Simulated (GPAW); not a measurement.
# Pt (P6_3/mmc) in GPAW: further runs

One crystal, Pt, is run at these levels: PBEsol, LDA; tasks: band structure.

Program: GPAW 26.7.0. These are calculated values, not measurements. Logs are shortened: lines on timing, memory, paths and dates and some standing lists are left out, and cuts for length are marked. The log counts tension as positive stress, the text compression.

### Step 1. The crystal as given

It takes space group P6_3/mmc (No. 194, hexagonal). Conventional cell: a = 2.761 Å, b = 2.761 Å, c = 4.792 Å, α = 90.00°, β = 90.00°, γ = 120.00°. Pt (site symmetry -6m2) has 12 Pt at 2.76 to 2.88 Å as nearest neighbours.

This isn't the form of Pt at room conditions, which is fcc.

### Step 2. Band structure, PBEsol

Input file run.py:

```python
from ase import Atoms
from ase.dft.bandgap import bandgap
from ase.io import write
from ase.units import GPa
from gpaw import GPAW, PW, setup_paths

setup_paths.insert(0, '.')

atoms = Atoms(['Pt', 'Pt'],
              cell=[[2.7606656158, 0.0, 0.0],
                    [-1.3803328079, 2.3908065546, 0.0],
                    [0.0, 0.0, 4.792134]],
              scaled_positions=[[0.3333333333, 0.6666666667, 0.25],
                                [0.6666666667, 0.3333333333, 0.75]],
              pbc=True)

calc = GPAW(mode=PW(600),
            xc='PBEsol',
            kpts={'size': (9, 9, 5), 'gamma': True},
            occupations={'name': 'fermi-dirac', 'width': 0.05},
            nbands=29,
            convergence={'density': 1e-05, 'energy': 1e-05},
            maxiter=150,
            txt='gpaw.txt')
atoms.calc = calc
energy = atoms.get_potential_energy()
forces = atoms.get_forces()
stress = atoms.get_stress()
calc.write('gs.gpw')
write('result.traj', atoms)
print(f'Energy: {energy:.6f} eV')
print('Forces (eV/A):')
print(forces.round(4))
print('Stress (GPa):', (stress / GPa).round(3))
print('Fermi level:', round(calc.get_fermi_level(), 4), 'eV')
print(f'Gap: {bandgap(calc)[0]:.4f} eV, direct: {bandgap(calc, direct=True)[0]:.4f} eV')

path = atoms.cell.bandpath('GMKGALHA,LM,KH', npoints=60, eps=1e-4)
bs_calc = calc.fixed_density(kpts=path, symmetry='off', nbands=41,
                             convergence={'bands': 'CBM+6.0', 'eigenstates': 1e-6}, txt='bands.txt')
bs = bs_calc.band_structure()
bs.write('bs.json')
print(f'Gap on the path: {bandgap(bs_calc)[0]:.4f} eV')
```

Potentials or basis: PAW data sets generated in the run's folder for this functional, pw.

On the command line:

```console
gpaw-setup -f PBEsol Pt
OMP_NUM_THREADS=1 python run.py
```

gpaw.txt:

```text
__  _  _
 | _ |_)|_||  |
 |__||  | ||/\| - 26.7.0

Input parameters:
  mode=PW(ecut=600.0),
  convergence={'density': 1e-05, 'energy': 1e-05},
  kpts=MonkhorstPack(size=(9, 9, 5), gamma=True),
  maxiter=150,
  nbands=29,
  occupations=Occupations(name='fermi-dirac', width=0.05),
  xc=XC(name='PBEsol')

Diagonalizing LCAO Hamiltonian
Converting LCAO to pw mode

          Pt

        Pt

Atoms  # Å, Bohr magnetons
|   | symbol |         x |        y |        z |    initial magnetic moments |
|---|--------|-----------|----------|----------|-----------------------------|
| 0 |     Pt | -0.000000 | 1.593871 | 1.198033 | ( 0.0000,  0.0000,  0.0000) |
| 1 |     Pt |  1.380333 | 0.796936 | 3.594100 | ( 0.0000,  0.0000,  0.0000) |

Unit cell  # Å
| periodic |         x |        y |        z |  lengths |     angles |
|----------|-----------|----------|----------|----------|------------|
|      yes |  2.760666 | 0.000000 | 0.000000 | 2.760666 |  90.000000 |
|      yes | -1.380333 | 2.390807 | 0.000000 | 2.760666 |  90.000000 |
|      yes |  0.000000 | 0.000000 | 4.792134 | 4.792134 | 120.000000 |

Number of symmetries: 12
Symmetry operations  # r_c * U_cc + t_c -> r_c
|    | kind |            matrix            |
|----|------|------------------------------|
|  0 |  σ   |  1, 1, 0,  0,-1, 0,  0, 0, 1 |
|  1 |  S6  |  1, 1, 0, -1, 0, 0,  0, 0,-1 |
|  2 |  E   |  1, 0, 0,  0, 1, 0,  0, 0, 1 |
|  3 |  C2  |  1, 0, 0, -1,-1, 0,  0, 0,-1 |
|  4 |  C2  |  0, 1, 0,  1, 0, 0,  0, 0,-1 |
|  5 |  C3  |  0, 1, 0, -1,-1, 0,  0, 0, 1 |
|  6 |  S6  |  0,-1, 0,  1, 1, 0,  0, 0,-1 |
|  7 |  σ   |  0,-1, 0, -1, 0, 0,  0, 0, 1 |
|  8 |  σ   | -1, 0, 0,  1, 1, 0,  0, 0, 1 |
|  9 |  i   | -1, 0, 0,  0,-1, 0,  0, 0,-1 |
| 10 |  C3  | -1,-1, 0,  1, 0, 0,  0, 0, 1 |
| 11 |  C2  | -1,-1, 0,  0, 1, 0,  0, 0,-1 |

BZ-sampling:
  Number of BZ points: 405
  Number of IBZ points: 50

  Monkhorst-Pack size: [9, 9, 5]
  Monkhorst-Pack shift: [0, 0, 0]

K-points  # in reciprocal-cell coordinates
|     |                                coordinates |     weight |
|-----|--------------------------------------------|------------|
|   0 | (  0.00000000,   0.00000000,   0.00000000) | 0.00246914 |
|   1 | (  0.00000000,   0.00000000,   0.20000000) | 0.00493827 |
|   2 | (  0.00000000,   0.00000000,   0.40000000) | 0.00493827 |
|   3 | (  0.11111111,   0.00000000,  -0.40000000) | 0.01481481 |
|   4 | (  0.11111111,   0.00000000,  -0.20000000) | 0.01481481 |
|   5 | (  0.11111111,   0.00000000,   0.00000000) | 0.01481481 |
|   6 | (  0.11111111,   0.00000000,   0.20000000) | 0.01481481 |
|   7 | (  0.11111111,   0.00000000,   0.40000000) | 0.01481481 |
|   8 | (  0.22222222,  -0.11111111,   0.00000000) | 0.01481481 |
|   9 | (  0.22222222,  -0.11111111,   0.20000000) | 0.02962963 |
| ... |                                            |            |
|  49 | (  0.44444444,   0.44444444,   0.40000000) | 0.02962963 |

Plane wave coefficients: 1081
Cutoff: 600.0 eV

Spin-components: 1 (collinear spins)
Bands:           29
Projectors:      12
Spin-degeneracy: 2
Datatype:        complex128

Parallelization:
  kpt:    1
  domain: 1
  band:   1

Density:
  Valence electrons: 32.0
  Components: 1
  Grid points: [16 16 28]
  Charge: 0.0  # |e|

Potential:
  Grid points: [16 16 28]

species:
  Pt:
    name:    Platinum
    Z:       78.0
    valence: 16
    core:    62
    charge:  0.0  # [|e|]
    compensation charges:
      type: gauss
      rc: 0.41  # [Å]
      lmax: 2
    cutoffs:
      filter: 2.26  # [Å]
      core: 2.26  # [Å]
    projectors
    | kind |    occ | energy [eV] | rcut [Å] |
    |------|--------|-------------|----------|
    |   6s |  1.000 |      -5.666 |    1.307 |
    |   5p |  6.000 |     -56.073 |    1.371 |
    |   6p |  0.000 |      -0.783 |    1.371 |
    |   5d |  9.000 |      -6.179 |    1.307 |
    |    s |        |      21.545 |    1.307 |
    |    d |        |      21.032 |    1.307 |

    Using partial waves for Pt as LCAO basis

Reference energy: -1000471.182002  # eV

eigensolver:
  PPCG
  Converge bands: occupied
  niter=2

density mixing:
  MSR1-Mixer
  Pratt-step length: 0.05
  Maximum mixing coefficient: 0.75
  Old densities: 10
  SVD Regularization: 0.005
  Good broyden scale: 1.0
  Trust region scale: 1.0
  Backstep threshold: 4.0
  History deletion threshold: 6.0
  Fourier metric: weight=20.0, sigma=0.015

occupation numbers:
  Fermi-Dirac:
    width: 0.0500  # eV

poisson solver:
  ecut: 4800.0  # eV

xc functional:
  name: PBEsol with 2 nearest neighbor stencil

convergence criteria:
- Maximum integral of absolute [dens]ity change: 1e-05 electrons / valence electron
- Maximum [total energy] change in last 3 cyles: 1e-05 eV / valence electron
- Maximum integral of absolute [eigenst]ate change: 4e-08 eV^2 / valence electron
maximum number of iterations: 150

SCF iterations
|iter     | |      energy | eigst |  dens |
|---------|-|-------------|-------|-------|
|iter:   1| |  -15.433242 | +0.15 |       |
|iter:   2| |  -15.229495 | -2.69 | -1.17 |
|iter:   3| |  -14.469979 | -1.94 | -1.22 |
|iter:   4| |  -14.465026 | -3.70 | -2.22 |
|iter:   5| |  -14.463951 | -3.58 | -2.47 |
|iter:   6| |  -14.464037 | -5.31 | -3.53 |
|iter:   7| |  -14.464052c| -6.19 | -3.89 |
|iter:   8| |  -14.464055c| -7.27 | -4.32 |
|iter:   9| |  -14.464055c| -7.93c| -4.69 |
|iter:  10| |  -14.464056c| -8.36c| -5.37c|

Converged in 10 steps
Energy contributions relative to reference atoms: (reference = -1000471.182002)

Energy contributions:
  Kinetic:         -25.415245
  Coulomb:          20.262455
  Zero:             -1.130904
  External:          0.000000
  Xc:               -8.167715
  Entropy:          -0.025295
  Spinorbit:         0.000000
  ----------------------------
  Free energy:     -14.476703
  Extrapolated:    -14.464056

dipole moment: (0.000001, 0.000001, 0.000002)  # |e|*Ang

Fermi level: 11.024
Eigenvalues  # (at kpt = [0.000, 0.000, 0.000])
| band index |      eig [eV] | occ [0-2] |
|------------|---------------|-----------|
|          0 |       -41.648 |     2.000 |
|        ... |               |           |
|         10 |         7.620 |     2.000 |
|         11 |         7.982 |     2.000 |
|         12 |         7.982 |     2.000 |
|         13 |         9.226 |     2.000 |
|         14 |         9.226 |     2.000 |
|         15 |        10.269 |     2.000 |
[... 8 lines left out ...]
|         24 |        33.920 |     0.000 |
|         25 |        33.920 |     0.000 |
|        ... |               |           |
|         28 |        35.779 |     0.000 |

No gap
No difference between direct/indirect transitions

Forces  # eV/Ang
|        x |       y |        z |
|----------|---------|----------|
| -0.00000 | 0.00000 |  0.00002 |  # Pt   0
|  0.00000 | 0.00000 | -0.00002 |  # Pt   1

Stress tensor  # eV/Ang^3
|         x |         y |        z |
|-----------|-----------|----------|
|  0.071342 | -0.000000 | 0.000000 |
| -0.000000 |  0.071342 | 0.000000 |
|  0.000000 |  0.000000 | 0.067846 |

# Writing to gs.gpw (mode='')
```

Wall time 38 s (1 thread of Arm Neoverse V2, shared host); peak memory 0.24 GiB.

Results:

```yaml
Free_energy: -14.4767 eV
Pressure: -11.2 GPa
Band_gap_along_the_path: none (metal or under the smearing width)
```

Levels at the corners of the path, in eV from the Fermi level:
| point | band 12 | band 13 | band 14 | band 15 | band 16 | band 17 | band 18 | band 19 |
| --- | --- | --- | --- | --- | --- | --- | --- | --- |
| Γ | -3.04 | -3.04 | -1.80 | -1.80 | -0.76 | -0.23 | -0.23 | 4.70 |
| M | -2.92 | -2.59 | -0.01 | 0.28 | 0.48 | 2.24 | 3.74 | 7.32 |
| K | -3.62 | -2.56 | -0.77 | -0.77 | -0.73 | 4.46 | 4.46 | 5.81 |
| Γ | -3.04 | -3.04 | -1.80 | -1.80 | -0.76 | -0.23 | -0.23 | 4.70 |
| A | -3.40 | -3.40 | -3.40 | -0.80 | -0.80 | -0.80 | -0.80 | 11.94 |
| L | -1.80 | -0.87 | -0.87 | 0.39 | 0.39 | 1.68 | 1.68 | 6.50 |
| H | -3.63 | -2.39 | -2.39 | -0.19 | -0.19 | 6.57 | 6.57 | 6.63 |
| A | -3.40 | -3.40 | -3.40 | -0.80 | -0.80 | -0.80 | -0.80 | 11.94 |
| L | -1.80 | -0.87 | -0.87 | 0.39 | 0.39 | 1.68 | 1.68 | 6.50 |
| M | -2.92 | -2.59 | -0.01 | 0.28 | 0.48 | 2.24 | 3.74 | 7.32 |
| K | -3.62 | -2.56 | -0.77 | -0.77 | -0.73 | 4.46 | 4.46 | 5.81 |
| H | -3.63 | -2.39 | -2.39 | -0.19 | -0.19 | 6.57 | 6.57 | 6.63 |

Caveat: spin-orbit coupling is left out, which moves the levels of the heavy elements.

### Step 3. Band structure, LDA

Edit run.py of step 2 so:

```diff
@@ -4,5 +4,3 @@
 from ase.units import GPa
-from gpaw import GPAW, PW, setup_paths
-
-setup_paths.insert(0, '.')
+from gpaw import GPAW, PW
 
@@ -17,3 +15,3 @@
 calc = GPAW(mode=PW(600),
-            xc='PBEsol',
+            xc='LDA',
             kpts={'size': (9, 9, 5), 'gamma': True},
```

Potentials or basis: the program's PAW data sets (release 1.2.1) made for this functional, pw.

On the command line:

```console
OMP_NUM_THREADS=1 python run.py
```

gpaw.txt:

```text
__  _  _
 | _ |_)|_||  |
 |__||  | ||/\| - 26.7.0

Input parameters:
  mode=PW(ecut=600.0),
  convergence={'density': 1e-05, 'energy': 1e-05},
  kpts=MonkhorstPack(size=(9, 9, 5), gamma=True),
  maxiter=150,
  nbands=29,
  occupations=Occupations(name='fermi-dirac', width=0.05),
  xc=XC(name='LDA')

Diagonalizing LCAO Hamiltonian
Converting LCAO to pw mode

          Pt

        Pt

Atoms  # Å, Bohr magnetons
|   | symbol |         x |        y |        z |    initial magnetic moments |
|---|--------|-----------|----------|----------|-----------------------------|
| 0 |     Pt | -0.000000 | 1.593871 | 1.198033 | ( 0.0000,  0.0000,  0.0000) |
| 1 |     Pt |  1.380333 | 0.796936 | 3.594100 | ( 0.0000,  0.0000,  0.0000) |

Unit cell  # Å
| periodic |         x |        y |        z |  lengths |     angles |
|----------|-----------|----------|----------|----------|------------|
|      yes |  2.760666 | 0.000000 | 0.000000 | 2.760666 |  90.000000 |
|      yes | -1.380333 | 2.390807 | 0.000000 | 2.760666 |  90.000000 |
|      yes |  0.000000 | 0.000000 | 4.792134 | 4.792134 | 120.000000 |

Number of symmetries: 12
Symmetry operations  # r_c * U_cc + t_c -> r_c
|    | kind |            matrix            |
|----|------|------------------------------|
|  0 |  σ   |  1, 1, 0,  0,-1, 0,  0, 0, 1 |
|  1 |  S6  |  1, 1, 0, -1, 0, 0,  0, 0,-1 |
|  2 |  E   |  1, 0, 0,  0, 1, 0,  0, 0, 1 |
|  3 |  C2  |  1, 0, 0, -1,-1, 0,  0, 0,-1 |
|  4 |  C2  |  0, 1, 0,  1, 0, 0,  0, 0,-1 |
|  5 |  C3  |  0, 1, 0, -1,-1, 0,  0, 0, 1 |
|  6 |  S6  |  0,-1, 0,  1, 1, 0,  0, 0,-1 |
|  7 |  σ   |  0,-1, 0, -1, 0, 0,  0, 0, 1 |
|  8 |  σ   | -1, 0, 0,  1, 1, 0,  0, 0, 1 |
|  9 |  i   | -1, 0, 0,  0,-1, 0,  0, 0,-1 |
| 10 |  C3  | -1,-1, 0,  1, 0, 0,  0, 0, 1 |
| 11 |  C2  | -1,-1, 0,  0, 1, 0,  0, 0,-1 |

BZ-sampling:
  Number of BZ points: 405
  Number of IBZ points: 50

  Monkhorst-Pack size: [9, 9, 5]
  Monkhorst-Pack shift: [0, 0, 0]

K-points  # in reciprocal-cell coordinates
|     |                                coordinates |     weight |
|-----|--------------------------------------------|------------|
|   0 | (  0.00000000,   0.00000000,   0.00000000) | 0.00246914 |
|   1 | (  0.00000000,   0.00000000,   0.20000000) | 0.00493827 |
|   2 | (  0.00000000,   0.00000000,   0.40000000) | 0.00493827 |
|   3 | (  0.11111111,   0.00000000,  -0.40000000) | 0.01481481 |
|   4 | (  0.11111111,   0.00000000,  -0.20000000) | 0.01481481 |
|   5 | (  0.11111111,   0.00000000,   0.00000000) | 0.01481481 |
|   6 | (  0.11111111,   0.00000000,   0.20000000) | 0.01481481 |
|   7 | (  0.11111111,   0.00000000,   0.40000000) | 0.01481481 |
|   8 | (  0.22222222,  -0.11111111,   0.00000000) | 0.01481481 |
|   9 | (  0.22222222,  -0.11111111,   0.20000000) | 0.02962963 |
| ... |                                            |            |
|  49 | (  0.44444444,   0.44444444,   0.40000000) | 0.02962963 |

Plane wave coefficients: 1081
Cutoff: 600.0 eV

Spin-components: 1 (collinear spins)
Bands:           29
Projectors:      12
Spin-degeneracy: 2
Datatype:        complex128

Parallelization:
  kpt:    1
  domain: 1
  band:   1

Density:
  Valence electrons: 32.0
  Components: 1
  Grid points: [16 16 28]
  Charge: 0.0  # |e|

Potential:
  Grid points: [16 16 28]

species:
  Pt:
    name:    Platinum
    Z:       78.0
    valence: 16
    core:    62
    charge:  0.0  # [|e|]
    compensation charges:
      type: gauss
      rc: 0.41  # [Å]
      lmax: 2
    cutoffs:
      filter: 2.26  # [Å]
      core: 2.26  # [Å]
    projectors
    | kind |    occ | energy [eV] | rcut [Å] |
    |------|--------|-------------|----------|
    |   6s |  1.000 |      -5.930 |    1.307 |
    |   5p |  6.000 |     -56.318 |    1.371 |
    |   6p |  0.000 |      -0.962 |    1.371 |
    |   5d |  9.000 |      -6.387 |    1.307 |
    |    s |        |      21.281 |    1.307 |
    |    d |        |      20.825 |    1.307 |

    Using partial waves for Pt as LCAO basis

Reference energy: -1000193.497738  # eV

eigensolver:
  PPCG
  Converge bands: occupied
  niter=2

density mixing:
  MSR1-Mixer
  Pratt-step length: 0.05
  Maximum mixing coefficient: 0.75
  Old densities: 10
  SVD Regularization: 0.005
  Good broyden scale: 1.0
  Trust region scale: 1.0
  Backstep threshold: 4.0
  History deletion threshold: 6.0
  Fourier metric: weight=20.0, sigma=0.015

occupation numbers:
  Fermi-Dirac:
    width: 0.0500  # eV

poisson solver:
  ecut: 4800.0  # eV

xc functional:
  name: None

convergence criteria:
- Maximum integral of absolute [dens]ity change: 1e-05 electrons / valence electron
- Maximum [total energy] change in last 3 cyles: 1e-05 eV / valence electron
- Maximum integral of absolute [eigenst]ate change: 4e-08 eV^2 / valence electron
maximum number of iterations: 150

SCF iterations
|iter     | |      energy | eigst |  dens |
|---------|-|-------------|-------|-------|
|iter:   1| |  -16.673833 | +0.17 |       |
|iter:   2| |  -16.451214 | -2.66 | -1.17 |
|iter:   3| |  -15.623325 | -1.93 | -1.22 |
|iter:   4| |  -15.614343 | -3.94 | -2.25 |
|iter:   5| |  -15.610920 | -3.90 | -2.50 |
|iter:   6| |  -15.610962 | -5.72 | -3.51 |
|iter:   7| |  -15.610971c| -6.68 | -3.93 |
|iter:   8| |  -15.610972c| -7.88c| -4.38 |
|iter:   9| |  -15.610973c| -7.51c| -4.68 |
|iter:  10| |  -15.610973c| -8.43c| -5.48c|

Converged in 10 steps
Energy contributions relative to reference atoms: (reference = -1000193.497738)

Energy contributions:
  Kinetic:         -25.118419
  Coulomb:          20.204545
  Zero:             -1.197187
  External:          0.000000
  Xc:               -9.487048
  Entropy:          -0.025728
  Spinorbit:         0.000000
  ----------------------------
  Free energy:     -15.623837
  Extrapolated:    -15.610973

dipole moment: (0.000001, 0.000001, 0.000002)  # |e|*Ang

Fermi level: 10.844
Eigenvalues  # (at kpt = [0.000, 0.000, 0.000])
| band index |      eig [eV] | occ [0-2] |
|------------|---------------|-----------|
|          0 |       -41.834 |     2.000 |
|        ... |               |           |
|         10 |         7.435 |     2.000 |
|         11 |         7.795 |     2.000 |
|         12 |         7.795 |     2.000 |
|         13 |         9.049 |     2.000 |
|         14 |         9.049 |     2.000 |
|         15 |        10.129 |     2.000 |
[... 8 lines left out ...]
|         24 |        33.751 |     0.000 |
|         25 |        33.751 |     0.000 |
|        ... |               |           |
|         28 |        35.617 |     0.000 |

No gap
No difference between direct/indirect transitions

Forces  # eV/Ang
|        x |        y |        z |
|----------|----------|----------|
| -0.00000 | -0.00000 | -0.00008 |  # Pt   0
|  0.00000 |  0.00000 |  0.00008 |  # Pt   1

Stress tensor  # eV/Ang^3
|         x |         y |        z |
|-----------|-----------|----------|
|  0.107797 | -0.000000 | 0.000000 |
| -0.000000 |  0.107797 | 0.000000 |
|  0.000000 |  0.000000 | 0.097942 |

# Writing to gs.gpw (mode='')
```

Wall time 34 s (1 thread of Arm Neoverse V2, shared host); peak memory 0.24 GiB.

Results:

* Free energy: -15.6238 eV
* Pressure: -16.7 GPa
* Band gap along the path: none (metal or under the smearing width)

Levels at the corners of the path, in eV from the Fermi level:
```
point  band 12  band 13  band 14  band 15  band 16  band 17  band 18  band 19
    Γ    -3.05    -3.05    -1.80    -1.80    -0.72    -0.23    -0.23     4.65
    M    -2.93    -2.58     0.00     0.28     0.48     2.25     3.73     7.28
    K    -3.61    -2.56    -0.77    -0.77    -0.72     4.41     4.41     5.84
    Γ    -3.05    -3.05    -1.80    -1.80    -0.72    -0.23    -0.23     4.65
    A    -3.40    -3.40    -3.40    -0.80    -0.80    -0.80    -0.80    11.94
    L    -1.80    -0.86    -0.86     0.39     0.39     1.70     1.70     6.45
    H    -3.63    -2.39    -2.39    -0.20    -0.20     6.55     6.55     6.58
    A    -3.40    -3.40    -3.40    -0.80    -0.80    -0.80    -0.80    11.94
    L    -1.80    -0.86    -0.86     0.39     0.39     1.70     1.70     6.45
    M    -2.93    -2.58     0.00     0.28     0.48     2.25     3.73     7.28
    K    -3.61    -2.56    -0.77    -0.77    -0.72     4.41     4.41     5.84
    H    -3.63    -2.39    -2.39    -0.20    -0.20     6.55     6.55     6.58
```

Caveat: spin-orbit coupling is left out, which moves the levels of the heavy elements.
